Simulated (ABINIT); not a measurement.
# AlN (P6_3mc): G0W0 in ABINIT against the bands in the screening, part 2 of 2

How does the gap of AlN (P6_3mc) converge in the bands in the screening?

ABINIT 10.8.3; PBE and many-body steps on it, plane waves. Known limits of the many-body steps: not at the basis limit.

So far. Step 2 (Screening, 6×6×4 mesh, 16 bands, screening to 163.3 eV): Local fields lower ε∞ by 7 %. Step 5 (23 bands): The gap on the mesh goes from 4.22 eV to 5.61 eV, a correction of +1.39 eV.

The database entry behind the starting cell differs from later determinations by our own check (inner coordinate u about 0.002 short), so it need not match the best structure at ambient conditions.

## (7) 75 bands

This step: G0W0 on PBE, plane waves, norm-conserving pseudopotentials.

File run.abi:

```
acell 3*1.0 Angstrom
rprim 
  3.113000000011 -0.000000000003 0.000000000000
  -1.556500000003 2.695937081992 0.000000000000
  0.000000000000 0.000000000000 4.981000000000
ntypat 2
znucl 13 7
natom 4
typat 1 1 2 2
xred 
  0.333333333333 0.666666666667 0.000000000000
  0.666666666667 0.333333333333 0.500000000000
  0.333333333333 0.666666666667 0.380000000000
  0.666666666667 0.333333333333 0.880000000000
pp_dirpath "pseudos"
pseudos "Al.upf, N.upf"
ecut 36
ngkpt 6 6 4
nshiftk 1
shiftk 0 0 0
kptopt 1
chksymbreak 0
istwfk *1
occopt 1
irdwfk 1
optdriver 4
nband 75
gwcalctyp 0
ecutsigx 36
symsigma 1
nkptgw 1
kptgw 
  0.0000000000 0.0000000000 0.0000000000
bdgw 
  6 10
ecuteps 6
irdscr 1
ppmodel 1
indata_prefix "in"
outdata_prefix "out"
tmpdata_prefix "tmp"
```

Command:

```bash
$ OMP_NUM_THREADS=1 mpirun -n 4 abinit run.abi > log
```

The program printed:

```text
.Version 10.8.3 of ABINIT. v10.8.2 released Aug 2026.

 Symmetries : space group P6_3 m c (#186); Bravais hP (primitive hexag.)
[... echo of the input left out ...]
== DATASET  1 ==================================================================
-   mpi_nproc: 4, omp_nthreads: 1 (-1 if OMP is not activated)

--- !DatasetInfo
iteration_state: {dtset: 1, }
dimensions: {natom: 4, nkpt: 21, mband: 75, nsppol: 1, nspinor: 1, nspden: 1, mpw: 2934, }
cutoff_energies: {ecut:  36.0, pawecutdg:  -1.0, }
[...]
8   5.314 -17.078 -21.024   3.304   0.790  -0.266 -17.585  -0.508   4.807
        9   9.535 -12.527  -8.048  -3.521   0.819  -0.221 -11.742   0.785  10.320
       10  11.990 -10.836  -5.799  -4.067   0.828  -0.207 -10.033   0.803  12.793

== END DATASET(S) ==============================================================
================================================================================

 -outvars: echo values of variables after computation  --------
           etotal      0.0000000000E+00
            nband          75
             nkpt          21
          spgroup         186
 [... the other variables as echoed above ...]

 Calculation completed.
```

Wall time 7.8 s (4 MPI ranks of Intel Xeon Platinum 8375C at 2.90GHz (Ice Lake), shared host); peak memory 0.8 GiB; 30 s of CPU time.

This step gave:

```
G0W0 gap on the points computed              : 5.513 eV
starting gap on the mesh                     : 4.220 eV
k of the valence top                         : 0, 0, 0
k of the conduction bottom                   : 0, 0, 0
least direct G0W0 gap on the computed points : 5.513 eV
```

Against the run before, the gap moves by −0.093 eV.

## (8) Screening, 6×6×4 mesh, 165 bands, screening to 163.3 eV

This step: RPA screening on PBE, plane waves, norm-conserving pseudopotentials.

Edit run.abi of step 7 so:

```diff
@@ -25,15 +25,8 @@
 irdwfk 1
-optdriver 4
-nband 75
-gwcalctyp 0
-ecutsigx 36
-symsigma 1
-nkptgw 1
-kptgw 
-  0.0000000000 0.0000000000 0.0000000000
-bdgw 
-  6 10
+optdriver 3
+nband 165
 ecuteps 6
-irdscr 1
-ppmodel 1
+inclvkb 2
+awtr 1
+symchi 1
 indata_prefix "in"
```

The program printed:

```text
.Version 10.8.3 of ABINIT. v10.8.2 released Aug 2026.

 Symmetries : space group P6_3 m c (#186); Bravais hP (primitive hexag.)
[... echo of the input left out ...]
== DATASET  1 ==================================================================
-   mpi_nproc: 4, omp_nthreads: 1 (-1 if OMP is not activated)

--- !DatasetInfo
iteration_state: {dtset: 1, }
dimensions: {natom: 4, nkpt: 21, mband: 165, nsppol: 1, nspinor: 1, nspden: 1, mpw: 2934, }
cutoff_energies: {ecut:  36.0, pawecutdg:  -1.0, }
[...]
--------------------------------------------------------------------------------
[... chi0 elements left out ...]
 For q-point:  0.000010 0.000020 0.000030
  dielectric constant =   4.2183
  dielectric constant without local fields =   4.6423

  Average fulfillment of the sum rule on Im[epsilon] for q-point    1 :     89.18  [%]
[... wings left out ...]
  q-point number  2        q = ( 0.166667, 0.000000, 0.000000) [r.l.u.]
--------------------------------------------------------------------------------
[... chi0 elements left out ...]
  Average fulfillment of the sum rule on Im[epsilon] for q-point    2 :     93.78  [%]

 [... 19 further q-points ...]
```

Elapsed: 2.5 min, on 4 MPI ranks; peak memory 1.4 GiB; 9.9 min of CPU time.

This step gave:

| Property | Result |
| --- | --- |
| ε∞ with local fields, on this mesh, along the program's q direction | 4.218 |
| the same without local fields | 4.642 |
| plasma frequency | 22.97 eV |
| plane waves in the screening matrix | 197 |

## (9) 165 bands

This step: G0W0 on PBE, plane waves, norm-conserving pseudopotentials.

Edit run.abi of step 8 so:

```diff
@@ -25,8 +25,15 @@
 irdwfk 1
-optdriver 3
-nband 165
+optdriver 4
+nband 75
+gwcalctyp 0
+ecutsigx 36
+symsigma 1
+nkptgw 1
+kptgw 
+  0.0000000000 0.0000000000 0.0000000000
+bdgw 
+  6 10
 ecuteps 6
-inclvkb 2
-awtr 1
-symchi 1
+irdscr 1
+ppmodel 1
 indata_prefix "in"
```

The program printed:

```text
.Version 10.8.3 of ABINIT. v10.8.2 released Aug 2026.

 Symmetries : space group P6_3 m c (#186); Bravais hP (primitive hexag.)
[... echo of the input left out ...]
== DATASET  1 ==================================================================
-   mpi_nproc: 4, omp_nthreads: 1 (-1 if OMP is not activated)

--- !DatasetInfo
iteration_state: {dtset: 1, }
dimensions: {natom: 4, nkpt: 21, mband: 75, nsppol: 1, nspinor: 1, nspden: 1, mpw: 2934, }
cutoff_energies: {ecut:  36.0, pawecutdg:  -1.0, }
[...]
8   5.314 -17.078 -21.024   3.269   0.790  -0.267 -17.612  -0.534   4.780
        9   9.535 -12.527  -8.048  -3.558   0.819  -0.221 -11.773   0.754  10.289
       10  11.990 -10.836  -5.799  -4.113   0.828  -0.208 -10.071   0.765  12.755

== END DATASET(S) ==============================================================
================================================================================

 -outvars: echo values of variables after computation  --------
           etotal      0.0000000000E+00
            nband          75
             nkpt          21
          spgroup         186
 [... the other variables as echoed above ...]

 Calculation completed.
```

It took 8 s on 4 MPI ranks; peak memory 0.8 GiB; 31 s of CPU time.

This step gave:

| Quantity | Value |
| --- | --- |
| G0W0 gap on the points computed | 5.509 eV |
| starting gap on the mesh | 4.220 eV |
| k of the valence top | 0, 0, 0 |
| k of the conduction bottom | 0, 0, 0 |
| least direct G0W0 gap on the computed points | 5.509 eV |

Against the run before, the gap moves by −0.004 eV.

## (10) Side by side

Times are wall times on 4 MPI ranks of Intel Xeon Platinum 8375C at 2.90GHz (Ice Lake), shared host, good to a factor of about two. A run's time includes the screening step that it read.

```
      run   mesh  bands  screening cutoff (eV)  DFT gap (eV)  gap on the mesh (eV)  direct (eV)  ε∞ used     time
 16 bands  6×6×4     75                  163.3         4.220                 5.810        5.810     4.12     24 s
 23 bands  6×6×4     75                  163.3         4.220                 5.606        5.606     4.20     29 s
 75 bands  6×6×4     75                  163.3         4.220                 5.513        5.513     4.21     76 s
165 bands  6×6×4     75                  163.3         4.220                 5.509        5.509     4.22  2.6 min
```

## (11) Outcome

| Property | Result |
| --- | --- |
| 16 bands | 5.810 eV |
| 23 bands | 5.606 eV |
| 75 bands | 5.513 eV |
| 165 bands | 5.509 eV |
| known limits | not at the basis limit |

In words: The setting moved: bands in the screening. From 16 bands to 165 bands the gap moves by −0.30 eV, for 6.6 times the time. It holds to 0.03 eV from 75 bands on. Bands and screening cutoff are coupled, so a series along one setting does not show full convergence. Bands and cutoff are finite, so the gap is not at the basis limit. The miss can reach some tenths of an eV and take either sign; the mesh is an error of its own. In the G0W0 runs levels were corrected at 1 k point alone, so a gap called «on the mesh» is the least over those, and an edge elsewhere would be missed.

[Paths, hosts, dates, memory and timing lines, banners, echoed tables and standing remarks are left out of the program output.]

[Logs are printed without paths, hosts, clocks, repeated set-up lines and the standing remarks that a program may print on its own settings, such as how far it seeks lower states.]

[Runs of the session that timed out or met a known fault of the program may be left out.]

[Hosts, paths, dates, database ids (printed as entryN), source tags and the programs' standing remarks are cut or masked in the printed files.]

[G0W0 gaps are taken among the corrected bands and points alone; a level outside them can change the order at an edge.]

[Where Ansatz stands beside ABINIT at settings called matched, ABINIT's density can come from a denser mesh and the files from another edition; pairs whose starting gaps differed by over 0.03 eV were left out, so agreement reads better than it is.]
